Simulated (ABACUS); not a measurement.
**InP: equation of state with PBEsol**

**What was measured.**

A printed reference work, data compilation reports, for a bulk crystal of InP: bulk modulus 71 GPa.

Crystal: InP.

```
CELL_PARAMETERS angstrom
0.00000 2.93050 2.93050
2.93050 0.00000 2.93050
2.93050 2.93050 0.00000
ATOMIC_POSITIONS crystal
In 0.00000 0.00000 0.00000
P 0.75000 0.75000 0.75000
```

- Program: ABACUS 3.10.1
- Task: equation of state
- Functional: PBEsol
- Potentials or basis: PseudoDojo NC SR 0.4.1 PBEsol standard
- Cutoff: 966 eV
- Density cutoff: 3864 eV
- Basis: plane waves
- k mesh: 8 × 8 × 8
- Occupations: fermi-dirac, width 0.05 eV
- Spin: no spin polarisation

The equilibrium volume is 25.43 Å³/atom. The bulk modulus is 67 GPa and the pressure derivative of the bulk modulus is 4.6.

Energy against volume, from the lowest point:
| volume (Å³/atom) | energy (meV/atom) |
| --- | --- |
| 23.657 | 28.92 |
| 24.160 | 14.02 |
| 24.663 | 4.61 |
| 25.167 | 0.11 |
| 25.670 | 0.00 |
| 26.173 | 3.82 |
| 26.677 | 11.14 |

All runs of the series together: 32 s on 4 threads of Intel(R) Xeon(R) 6975P-C (Granite Rapids), with other jobs on the host.

A measured bulk modulus of InP is 71 GPa (a printed reference work, data compilation); the calculated 67 GPa misses it by -6.3 %. The fit is for a static lattice scaled at fixed shape and fixed fractional positions.
